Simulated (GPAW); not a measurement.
Wanted: an ASE script for a GPAW 26.7.0 run.

| Quantity | Value |
| --- | --- |
| Task | relaxation of cell and atoms |
| Functional | PBE |
| Potentials or basis | GPAW PAW data sets (gpaw-data 1.2.1) |
| Cutoff | 800 eV |
| Basis | pw |
| k mesh | 8 × 8 × 7 |
| Occupations | fermi-dirac, width 0.05 eV |
| Spin | collinear spin, ferromagnetic start |
| Starting moments | [2.0, 0.0] μB |
| Maxiter | 150 |
| Optimizer | BFGS |
| Fmax | 0.02 eV/Å |
| Max steps | 60 |
| Convergence | density=1e-05 forces=0.0001 |

The system is CoO.

```
Co O
1.0
     2.82845    0.00000    0.00000
    -1.41423    2.44951    0.00000
     0.00000    0.00000    2.72172
Co O
1 1
Direct
  0.00000 0.00000 0.50000
  0.66667 0.33333 0.00000
```

The cell was built by a generator and needn't be a form met in nature.

One way to write it, as run:

run.py

```python
from ase import Atoms
from ase.filters import FrechetCellFilter
from ase.io import write
from ase.optimize import BFGS
from gpaw import GPAW, PW

atoms = Atoms(['Co', 'O'],
              cell=[[2.8284514434, 0.0, 0.0],
                    [-1.4142257217, 2.4495108034, 0.0],
                    [0.0, 0.0, 2.72172]],
              scaled_positions=[[0.0, 0.0, 0.5],
                                [0.6666666667, 0.3333333333, 0.0]],
              pbc=True)
atoms.set_initial_magnetic_moments([2.0, 0.0])

calc = GPAW(mode=PW(800),
            xc='PBE',
            kpts={'size': (8, 8, 7), 'gamma': True},
            occupations={'name': 'fermi-dirac', 'width': 0.05},
            nbands=17,
            convergence={'density': 1e-05, 'forces': 0.0001},
            maxiter=150,
            txt='gpaw.txt')
atoms.calc = calc
opt = BFGS(FrechetCellFilter(atoms), trajectory='relax.traj', logfile='-')
done = opt.run(fmax=0.02, steps=60)
calc.write('gs.gpw')
write('result.traj', atoms)
print('Converged:', done)
print('Cell:', atoms.cell.cellpar().round(4))
print('Volume:', round(atoms.get_volume(), 4))
print(atoms.get_scaled_positions().round(5))
```

Potentials or basis: GPAW PAW data sets (gpaw-data 1.2.1), pw.

Command:

```sh
$ OMP_NUM_THREADS=1 python run.py
```

Results of the run:

```json
{
  "Relaxed volume": "9.45 Å³/atom",
  "Relaxed cell": "a = 2.831 Å, b = 2.831 Å, c = 2.725 Å, α = 90.00°, β = 90.00°, γ = 120.00°",
  "Space group after relaxing (to 0.05 Å)": "P-6m2 (No. 187)",
  "Energy gained by relaxing": "0.1 meV/atom",
  "Ionic steps": "3",
  "Pressure after relaxing": "0.0 GPa",
  "Band gap on the k mesh": "none (metal or under the smearing width)",
  "Net moment": "3.00 μB per cell",
  "Site moments": "Co +2.54; O +0.31 μB"
}
```

Caveat: each step starts from the last one's moments, so a moment once lost doesn't come back; later steps reuse the first step's grids; a cell with one magnetic atom can't hold antiferromagnetic order, which such compounds often take; semilocal functionals often make such compounds metallic where correlation or magnetic order opens a gap, which also shifts bond lengths.

Run time: 76 s on 1 thread of Arm Neoverse V1, on a shared host, peak memory 0.22 GiB.
